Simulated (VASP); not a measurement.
# Ni (Fm-3m) in VASP: notebook, part 2 of 2

VASP 6.6.1.

## 3. Relaxation of cell and atoms, PBE, collinear spin, ferromagnetic start

This run uses another cell than the first one, of 10.86 Å³/atom, 0.993 times its volume.

INCAR

```
  PREC = Accurate
  ENCUT = 350
  EDIFF = 1E-7
  ISMEAR = 0
  SIGMA = 0.1
  LREAL = F
  LASPH = T
  NELM = 120
  ALGO = Fast
  ISIF = 3
  LWAVE = F
  LCHARG = F
  ISPIN = 2
  MAGMOM = 0.8
  LORBIT = 11
  LMAXMIX = 4
  GGA = PE
  IBRION = 2
  NSW = 80
  EDIFFG = -0.002
```

KPOINTS

```
regular mesh
0
Gamma
  20 20 20
```

POSCAR

```
Ni                                      
1.0
    0.0000000000      1.7578233887      1.7578233887
    1.7578233887      0.0000000000      1.7578233887
    1.7578233887      1.7578233887      0.0000000000
  Ni            
     1
Direct
     0.0000000000000000    0.0000000000000000    0.0000000000000000
```

Potentials or basis: VASP PAW PBE potentials, release 64 (Ni).

The run is started by

```console
$ cat potpaw_PBE.64/Ni/POTCAR > POTCAR
$ mpirun -np 1 vasp_std > vasp.out
```

OUTCAR:

```text
PREC = Accurate
   ENCUT = 350
   EDIFF = 1E-7
   ISMEAR = 0
   LREAL = F
   LASPH = T
   NELM = 120
   ISIF = 3
   ISPIN = 2
   LORBIT = 11
   GGA = PE
   IBRION = 2
   NSW = 80
   EDIFFG = -0.002

 ion  position               nearest neighbor table
   1  0.000  0.000  0.000-

  LATTYP: Found a face centered cubic cell.
 ALAT       =     3.5156467774

  Lattice vectors:

 A1 = (   0.0000000000,   1.7578233887,   1.7578233887)
 A2 = (   1.7578233887,   0.0000000000,   1.7578233887)
 A3 = (   1.7578233887,   1.7578233887,   0.0000000000)

Analysis of symmetry for initial positions (statically):
=====================================================================
 Subroutine PRICEL returns:
 Original cell was already a primitive cell.

 Routine SETGRP: Setting up the symmetry group for a
 face centered cubic supercell.

 Subroutine GETGRP returns: Found 48 space group operations
 (whereof 48 operations were pure point group operations)
 out of a pool of 48 trial point group operations.

The static configuration has the point symmetry O_h .

Analysis of symmetry for dynamics (positions and initial velocities):
=====================================================================
 Subroutine PRICEL returns:
 Original cell was already a primitive cell.

 Routine SETGRP: Setting up the symmetry group for a
 face centered cubic supercell.

 Subroutine GETGRP returns: Found 48 space group operations
 (whereof 48 operations were pure point group operations)
 out of a pool of 48 trial point group operations.

The dynamic configuration has the point symmetry O_h .

Analysis of structural, dynamic, and magnetic symmetry:
=====================================================================
 Subroutine PRICEL returns:
 Original cell was already a primitive cell.

 Routine SETGRP: Setting up the symmetry group for a
 face centered cubic supercell.

 Subroutine GETGRP returns: Found 48 space group operations
 (whereof 48 operations were pure point group operations)
 out of a pool of 48 trial point group operations.

The overall configuration has the point symmetry O_h .

 Subroutine INISYM returns: Found 48 space group operations
[... 137 lines left out ...]
 number of electron      10.0000001 magnetization       0.6288991

 Free energy of the ion-electron system (eV)
  ---------------------------------------------------
  ext. energy  EPLUGINS =         0.00000000
  ---------------------------------------------------
  free energy    TOTEN  =        -5.48112594 eV

  energy without entropy =       -5.47238895  energy(sigma->0) =       -5.47675745

------------------------ aborting loop because EDIFF is reached ----------------------------------------

  FORCE on cell =-STRESS in cart. coord.  units (eV):
  Direction    XX          YY          ZZ          XY          YZ          ZX
  --------------------------------------------------------------------------------------
  -------------------------------------------------------------------------------------
  Total       -0.0022046     -0.0022046     -0.0022046     -0.0000000      0.0000000      0.0000000
  in kB       -0.3251522     -0.3251522     -0.3251522     -0.0000000      0.0000000      0.0000000
  external PRESSURE =      -0.3251522 kB  Pullay stress =       0.0000000 kB
[... 127 lines left out ...]
--------------------------------------- Ionic step        5  -------------------------------------------

 number of electron      10.0000001 magnetization       0.6289145

 Free energy of the ion-electron system (eV)
  ---------------------------------------------------
  ext. energy  EPLUGINS =         0.00000000
  ---------------------------------------------------
  free energy    TOTEN  =        -5.48112636 eV

  energy without entropy =       -5.47239077  energy(sigma->0) =       -5.47675857

 E-fermi :   9.4109     XC(G=0): -13.2688

 val. band max:        9.4075448626   @ k =   0.3500   0.2500   0.0500
 cond. band min:       9.4109691870   @ k =  -0.4500   0.5000   0.0500
 fundamental gap:      0.0034243243
 Fermi energy:         9.4109166853

 spin component 1

 k-point     1 :       0.0000    0.0000    0.0000
  band No.  band energies     occupation
      1       0.3774      1.00000
      2       6.9651      1.00000
      3       6.9651      1.00000
      4       6.9651      1.00000
      5       8.1470      1.00000
      6       8.1470      1.00000
      7      33.1425      0.00000
      8      37.0134      0.00000
      9      37.0134      0.00000
[... 265 lines left out ...]
 k-point    24 :      -0.3500    0.0500    0.0000
  band No.  band energies     occupation
      1       4.2109      1.00000
      2       7.0531      1.00000
      3       7.1082      1.00000
      4       7.2252      1.00000
      5       8.4784      1.00000
      6       8.8284      1.00000
      7      18.5565      0.00000
      8      31.1097      0.00000
      9      33.4785      0.00000

 [... further k-points ...]

 spin component 2

 k-point     1 :       0.0000    0.0000    0.0000
  band No.  band energies     occupation
      1       0.3410      1.00000
      2       7.7233      1.00000
      3       7.7233      1.00000
      4       7.7233      1.00000
      5       8.7346      1.00000
      6       8.7346      1.00000
      7      32.9768      0.00000
      8      36.9925      0.00000
      9      36.9925      0.00000
[... 304 lines left out ...]
  FREE ENERGIE OF THE ION-ELECTRON SYSTEM (eV)
  ---------------------------------------------------
  free  energy   TOTEN  =        -5.4811263636 eV

  energy  without entropy=       -5.4723907722  energy(sigma->0) =       -5.47675857

 reached required accuracy - stopping structural energy minimisation

 total charge

# of ion       s       p       d       tot
------------------------------------------
    1        0.499   0.500   8.305   9.304

 magnetization (x)

# of ion       s       p       d       tot
------------------------------------------
    1       -0.007  -0.025   0.673   0.641
```

CONTCAR:

```text
Ni
   1.00000000000000
    -0.0000000000000000    1.7577387682210976    1.7577387682210976
     1.7577387682210976    0.0000000000000000    1.7577387682210976
     1.7577387682210976    1.7577387682210976    0.0000000000000000
  Ni
     1
Direct
     0.0000000000000000    0.0000000000000000    0.0000000000000000

  0.00000000E+00  0.00000000E+00  0.00000000E+00
```

Wall time 29 s (1 thread of Intel Xeon Platinum 8559C (Emerald Rapids), shared host); peak memory 0.14 GiB.

What came out:

| Quantity | Value |
| --- | --- |
| Free energy | -5.4811 eV |
| Relaxed volume | 10.86 Å³/atom |
| Relaxed cell | a = 2.486 Å, b = 2.486 Å, c = 2.486 Å, α = 60.00°, β = 60.00°, γ = 60.00° |
| Space group after relaxing (to 0.05 Å) | Fm-3m (No. 225) |
| Energy gained by relaxing | 0.0 meV/atom |
| Ionic steps | 5 |
| Pressure after relaxing | 0.0 GPa |
| Band gap on the k mesh | none (metal or under the smearing width) |
| Net moment | 0.63 μB per cell |
| Site moments | Ni +0.64 μB |
| Valence electrons inside the program's atomic spheres | Ni 9.30 |

Final structure:
```
CELL_PARAMETERS angstrom
0.00000 1.75774 1.75774
1.75774 0.00000 1.75774
1.75774 1.75774 0.00000
ATOMIC_POSITIONS crystal
Ni 0.00000 0.00000 0.00000
```

Levels at points of the mesh, in eV from the Fermi level:
Spin up:
```csv
k point,band 3,band 4,band 5,band 6,band 7,band 8
"(0.00, 0.00, 0.00)",-2.45,-2.45,-1.26,-1.26,23.73,27.60
"(0.50, 0.00, 0.00)",-2.43,-0.61,-0.61,-0.31,5.66,22.22
"(0.50, 0.50, 0.00)",-0.55,-0.48,-0.48,2.44,9.23,14.83
```
Spin down:
```csv
k point,band 1,band 2,band 3,band 4,band 5,band 6,band 7,band 8,band 9
"(0.00, 0.00, 0.00)",-9.07,-1.69,-1.69,-1.69,-0.68,-0.68,23.57,27.58,27.58
"(0.50, 0.00, 0.00)",-4.42,-1.81,-1.81,-0.37,0.15,0.15,6.09,22.08,24.78
"(0.50, 0.50, 0.00)",-4.32,-3.59,0.06,0.39,0.39,2.40,9.47,14.84,14.84
```
